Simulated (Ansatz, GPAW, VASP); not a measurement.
## Al2Au: programs and potentials compared

```
Au Al
1.0
     0.00000    3.00000    3.00000
     3.00000    0.00000    3.00000
     3.00000    3.00000    0.00000
Au Al
1 2
Direct
  0.00000 0.00000 0.00000
  0.75000 0.75000 0.75000
  0.25000 0.25000 0.25000
```

Alike in all runs: task single point; functional PBEsol; k mesh 8 × 8 × 8; occupations fermi-dirac, width 0.05 eV; no spin polarisation; no spin-orbit coupling. Pressure is positive in compression and, in plane waves, holds the error of the finite cutoff.

```csv
program and potentials,plane-wave cutoff (eV),notes,band gap (eV),pressure (GPa)
"Ansatz, all-electron LAPW, scalar-relativistic",-,-,no gap,0.04
"VASP, PBE PAW files Al, Au, 520 eV",520,potentials made for PBE,no gap,-0.12
"GPAW, PAW data sets generated for this functional",600,this data set often lies off other programs,no gap,0.46
```

None finds a gap. The pressure spans -0.12 (VASP, PBE PAW files Al, Au, 520 eV) to 0.46 GPa (GPAW, PAW data sets generated for this functional), with all-electron results at 0.04.

The functional is the same throughout but for its coding, so the spread measures potentials, basis and numerics; runs on potential files found faulty are left out.
